**Bi₂Se₃: one crystal, several levels of theory**

The crystal and its geometry stay fixed through this page; the treatment of the electrons changes. The gap is the distance from the highest filled to the lowest empty orbital energy, read on a mesh of wavevectors or along a path through them. "Coupling" below means spin-orbit coupling.

Kohn-Sham DFT calculations with Ansatz for Bi₂Se₃ (space group R-3m, 5-atom cell) at one fixed geometry, using PAW potentials. The basis column gives the plane-wave cutoff, and the smearing column gives the scheme and its width. Gaps are differences between orbital energies for a static lattice.

```tsv
method	rung	potentials	basis	spin orbit	k mesh	smearing	gap read on	gap (eV)	rough processor time (s)
LDA	LDA	Ansatz PAW	420 eV	no	8x8x8 5-atom-cell	fermi-dirac 0.05eV	path	0.095	90
PBE	GGA	Ansatz PAW	420 eV	no	8x8x8 5-atom-cell	gaussian 0.012eV	mesh	0.215	40
PBE	GGA	Ansatz-PAW-large-core	420 eV	no	8x8x8 5-atom-cell	fermi-dirac 0.05eV	path	0.218	30
PBEsol	GGA	Ansatz PAW	420 eV	yes	6x6x6 5-atom-cell	fermi-dirac 0.05eV	path	0.277	700
r2SCAN	meta-GGA	Ansatz PAW	500 eV	yes	8x8x8 5-atom-cell	fermi-dirac 0.05eV	path	0.209	800
r2SCAN	meta-GGA	Ansatz PAW	500 eV	no	8x8x8 5-atom-cell	fermi-dirac 0.05eV	path	0.486	200
```

**1. How does the gap change from LDA to PBE to r2SCAN when coupling is left out?**

It grows at each step, by 0.12 eV from LDA to PBE and by a further 0.27 eV from PBE to r2SCAN. The second step also raises the basis cutoff from 420 to 500 eV, so it is not purely a change of functional.

The direction of the second step agrees with what theory says of these approximations. In LDA and PBE, every orbital feels the same local potential, and the gap between orbital energies usually comes out too small. r2SCAN also uses the kinetic energy density, which depends on the orbitals themselves. Filled and empty states can then be shifted differently, and this commonly widens a gap.

**2. Which digits can be trusted?**

The two PBE rows give a feeling for the numerical side. One of them treats 30 fewer electrons per cell explicitly, which by the electron count are the deep Se 3d shells. The smearing changes as well, yet the two gaps agree within 0.003 eV. (Reading on the path makes no difference here, since the large-core run gives the same gap on its mesh.) A difference of that size deserves no explanation. Both rows share program, cutoff and mesh, so they test the frozen core and the smearing, not convergence. The meshes and cutoffs on this page are usual working values, not converged limits, so the differences between functionals also carry some numerical error.

The choice of functional matters far more, even within one rung. Two other gradient functionals, revPBE and BLYP, run on the same crystal without coupling, give gaps 0.05 to 0.06 eV above PBE. The second decimal therefore belongs to the particular functional and not to "the GGA gap". The LDA row is no firmer. An all-electron run with another local functional, described in question 4, gives 0.051 eV, which is 0.044 eV below the table's LDA gap; functional and basis both differ between the two.

**3. What does coupling do to the r2SCAN gap?**

It lowers the gap from 0.486 to 0.209 eV, a fall of 57 per cent. The two r2SCAN rows share potentials, cutoff, mesh, smearing and way of reading the gap, so the fall can be put down to coupling. It is as large as the whole step from PBE to r2SCAN. Leaving coupling out is thus as serious a choice as the choice between those two functionals.

**4. Why is this gap so sensitive to coupling?**

Both band edges are made of p orbitals, and one of the two elements is very heavy. In the accepted picture of this crystal without coupling, the lowest empty state near $\Gamma$, the centre of the Brillouin zone, is mainly Bi p and the highest filled state mainly Se p. In each case the orbital points along the stacking axis of the layers. The orbitals that lie in the layer plane sit further from the gap. A separate all-electron run of the same crystal, made with FLEUR and the Wigner local functional and without coupling, gives the levels at $\Gamma$. They fit this picture on the filled side, with a degenerate pair about 1.2 eV below the top filled level. Such a pair is what the two in-plane orbitals form, since the threefold axis of the crystal makes them equal in energy.

Coupling mixes the axial p orbital of an atom with the in-plane ones, and levels that mix repel each other. On Bi, the in-plane partners lie above the empty edge, so that edge is pushed down. On Se, they lie below the filled edge, so that edge is pushed up. The two edges approach each other, and Bi does most of the work because coupling grows steeply with nuclear charge.

Nothing stops the levels from passing each other. If they do, the Bi state ends up below the Se state at $\Gamma$, and the bands are said to be inverted. The crystal still has a gap, but its edges have exchanged their character. This inversion is the established reason why Bi₂Se₃ is a topological insulator.

**5. How far must the two levels move if r2SCAN gives inverted bands?**

A gap is always printed as a positive number, so it hides the order of the levels. It helps to use a separation with a sign. Let $m_0$ be the energy of the Bi level minus that of the Se level at $\Gamma$ without coupling, and let $S$ be the distance by which coupling moves them towards each other. With coupling, the separation is

$$m = m_0 - S ,$$

and the gap at $\Gamma$ is $|m|$. A negative $m$ means inversion.

The gap along a path that contains $\Gamma$ can be at most the gap at $\Gamma$. For r2SCAN this gives $m_0 \ge 0.486$ eV and, with coupling, $|m| \ge 0.209$ eV. If the bands are inverted, the levels first have to close the old gap and then open the new one:

$$S = m_0 + |m| \ge 0.486 + 0.209 = 0.695\ \text{eV}.$$

The shift is then at least two and a half times the visible fall of the gap. If the bands kept their order, the shift would be a difference instead of a sum. If the uncoupled r2SCAN band edges lie at $\Gamma$, as they do on the mesh of the Wigner run, it could be at most $0.486-0.209=0.277$ eV. The r2SCAN pair alone cannot choose between these two readings.

**6. Does the functional with the larger gap before coupling keep the larger gap after it?**

The PBEsol row helps here. With coupling its gap is 0.277 eV, which is 0.068 eV above r2SCAN. (That this gap equals the r2SCAN fall is a coincidence.) Mesh and cutoff differ between the two rows, so the exact margin means little. The useful question is whether a gradient functional could reach such a gap without inversion.

Suppose that PBEsol starts from about the PBE gap of 0.215 eV, that this gap lies at $\Gamma$, and that $S$ is much the same for all these functionals. The first and the third are assumptions. The second has good support: the PBE gap is direct on its mesh, the large-core run gives the same gap on mesh and path, and the edges of the Wigner run lie at $\Gamma$. If the levels kept their order in r2SCAN, $S$ would lie between zero and 0.277 eV. The PBEsol separation would then fall between 0.215 and $0.215-0.277=-0.062$ eV, so the gap at $\Gamma$ could not exceed 0.215 eV. The computed path gap is larger than that, although it should be at most the gap at $\Gamma$.

With inversion the conflict disappears. The gap at $\Gamma$ becomes at least $0.695-0.215=0.480$ eV, and a path gap of 0.277 eV fits below it. This supports inversion but does not prove it. The starting gap was borrowed from PBE, the PBEsol run used a coarser mesh whose effect was not tested, and the conflict amounts to only 0.062 eV, about the spread among the gradient functionals in question 2. PBEsol has a weaker gradient correction than PBE, however, so its own starting gap probably lies nearer to that of LDA, which would sharpen the conflict. A proof would need the symmetry or orbital character of the levels with coupling.

The model also shows where it stops being useful. It sets a lower bound for the gap at $\Gamma$, and that bound lies well above the PBEsol gap that was computed. In an inverted crystal, the two bands would cross again at some distance from $\Gamma$, where their order returns to normal. Mixing between them opens a gap at these would-be crossings, and it can be smaller than the one at $\Gamma$. The size of the final gap then depends on this mixing, which $m_0$ and $S$ do not contain.

So the order of the gaps before coupling need not survive it. If the bands invert, a small starting gap lets the levels pass far beyond each other, while a large one uses up much of the shift just to close. This may be why r2SCAN, with its wide gap before coupling, ends below PBEsol, though the mixing away from $\Gamma$ can also play a part.

**7. What would undo the inversion?**

Either a smaller $S$ or a larger $m_0$ would do it. A lighter element in place of Bi, such as Sb in the same layered structure, reduces $S$. The levels may then fail to pass each other even if the starting gap is similar.

A functional can have the same effect by making $m_0$ too large. CAM-B3LYP, run without coupling on a coarser 4×4×4 mesh, gives a gap of 2.786 eV, thirteen times the PBE value. The figure is rough. A missed band edge is unlikely to be the reason, since the 65 irreducible points of the 8×8×8 runs are the count expected for a mesh that contains $\Gamma$. Long-range exact exchange, however, is expected to converge slowly with the mesh, and this was not tested. If the figure holds at $\Gamma$, coupling would have to shift the levels by more than that whole gap to invert them, which is about four times the least shift estimated for an inverted r2SCAN. Unless the real shift lies far above that least value, the calculation would describe an ordinary insulator even with coupling.

The probable cause is the large share of exact exchange that this functional keeps at long range. In a molecule, little stands between two distant charges, and such a share is reasonable. In Bi₂Se₃ the other electrons screen the interaction strongly, and the functional takes no account of it. A more elaborate functional is therefore not automatically a better one for this crystal.

**8. What does each step buy for its cost?**

The processor times come from shared machines and give only a rough size. Without coupling, r2SCAN took about five times as long as the ordinary PBE run, but it also used a higher cutoff and followed a band path, which that PBE run did not. Adding coupling to r2SCAN cost about another factor of four. An increase is natural, because each orbital now needs two spin components and holds one electron instead of two, so twice as many bands are needed.

The two expenses buy different things. The step to r2SCAN changes the size of a gap whose edges are expected to keep their character. The step to coupling can change which element supplies which edge, and no improvement of the uncoupled gap can replace it. Nor can the r2SCAN fall be carried over as a correction to the PBE gap. It is a difference between two printed gaps, and if the bands invert, it is much smaller than the real shift of the levels.

One known weakness follows from the same model. A functional that makes $m_0$ too small, as LDA and the gradient functionals usually do, is expected to overstate the depth of the inversion. For an inverted crystal the usual error can thus change sign, and the gap at $\Gamma$ can come out too large.

When a small gap lies between p states and one of the elements is heavy, coupling should therefore be switched on before a costlier functional is tried. The character of the levels at $\Gamma$ should then be inspected before the gap is compared with anything.
